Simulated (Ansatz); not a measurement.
# GaN: pressure as volume per atom varies

Periodic Kohn-Sham DFT of a crystal at fixed atoms; pressure and stress are positive in compression; the energy is the free energy less that of spherical unpolarised free atoms; site moments are those in the method's own spheres, positive along +z. The results are calculated, by Ansatz 0.2.0.

Cell of the first row (space group Fm-3m, No. 225):
```
GaN
1.0
      0.0000     1.9518     1.9518
      1.9518     0.0000     1.9518
      1.9518     1.9518     0.0000
Ga N
1 1
Direct
  0.50000 0.50000 0.50000
  0.00000 0.00000 0.00000
```

Settings of every row: method frozen-core PAW; functional PBEsol; relativity scalar; k mesh 13x13x13; filling fermi-dirac; smearing width 0.02 eV; wave cutoff 420 eV; paw set soft_2.

Atom start moment: 0 on all atoms.

Limits: PAW files made with PBE; all rows lie far from zero pressure.

Limits of some rows: cell far from its zero-pressure volume (row 1, 2).

```csv
row,volume per atom (Å³),pressure (GPa)
1,7.436,91.559
2,7.44,91.245
3,7.594,79.525
4,7.673,?
5,7.752,68.61
6,7.91,58.694
7,7.989,54.078
8,8.069,49.677
9,8.148,45.476
10,8.227,41.473
11,8.385,34.011
```

Question: what pressure should row 4 give?

Worked fit of pressure. Take u = (V_r/V)^(2/3) − 1 with V_r = 7.9495 Å³ an atom, which is twice the finite (Eulerian) strain; such expansions in the strain, on which the Birch-Murnaghan equation of state is built, carry the rest volume and the bulk modulus. The shown rows have u = 0.04552, 0.04515, 0.03097, 0.01691, 0.00333, -0.0033, -0.0099, -0.01631, -0.02262, -0.03493. Least squares give pressure = 56.3765 + 694.894 × u + 1631.32 × u² + 1844 × u³ GPa; a parabola predicts inner rows, each left out in turn, worse (root mean square 0.032 against 0.018 GPa). The rows lie off it by -0.003, -0.001, 0.008, 0.007, -0.015, -0.023, 0.022, 0.007, 0.002, -0.005 (root mean square 0.012 GPa). The withheld row has u = 0.02388, so the fit gives 56.3765 + 694.894 × (0.02388) + 1631.32 × (0.02388)² + 1844 × (0.02388)³ = 73.926 GPa.

The calculation gave 73.938 GPa. The fit lies 0.012 GPa (0.021 % of the column's range) below it; its largest miss of a shown row is 0.023 GPa.
